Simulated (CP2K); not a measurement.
ZrC under changes of volume

One of the cells (13.228 Å³/atom); the others are scaled copies at fixed shape and fractional positions:

```
Zr C
1.0
     3.34462    0.00000    0.00000
     1.67231    2.89652    0.00000
     1.67231    0.96551    2.73087
Zr C
1 1
Direct
  0.50000 0.50000 0.50000
  0.00000 0.00000 0.00000
```

| Item | Value |
| --- | --- |
| Program | CP2K 2026.2 |
| Functional | LDA |
| Potentials or basis | GTH_POTENTIALS Zr GTH-PADE-q12, C GTH-PADE-q4; TZVP-MOLOPT-PBE-GTH basis |
| Density cutoff | 6123 eV |
| k mesh | 10 × 10 × 10 |
| Occupations | fermi-dirac, width 0.1 eV |
| Spin | no spin polarisation |

```tsv
volume (Å³/atom)	energy over the lowest point (meV/atom)	pressure (GPa)
12.434	0.00	0.8
12.699	3.05	-4.3
12.963	14.02	-8.8
13.228	32.09	-12.9
13.493	56.54	-16.6
13.757	86.74	-19.9
14.022	?	?
```

Question: What does the run at 14.022 Å³/atom give?

Answer: Energy over the lowest point 122.08 meV/atom; pressure -22.8 GPa.

Worked out: A Birch-Murnaghan fit of order 3 (a polynomial in V^(-2/3)) to the other rows has its minimum at 12.47 Å³/atom with B0 = V·E''(V) = 246 GPa and B' = 3.9. It gives 122.22 meV/atom at 14.022 Å³/atom, against the run's 122.08, and -dE/dV = -22.9 GPa, against -22.8.

Energies are extrapolated to zero smearing.

Caveats: the basis of atomic orbitals isn't converged, which shifts pressures, moduli and gaps.
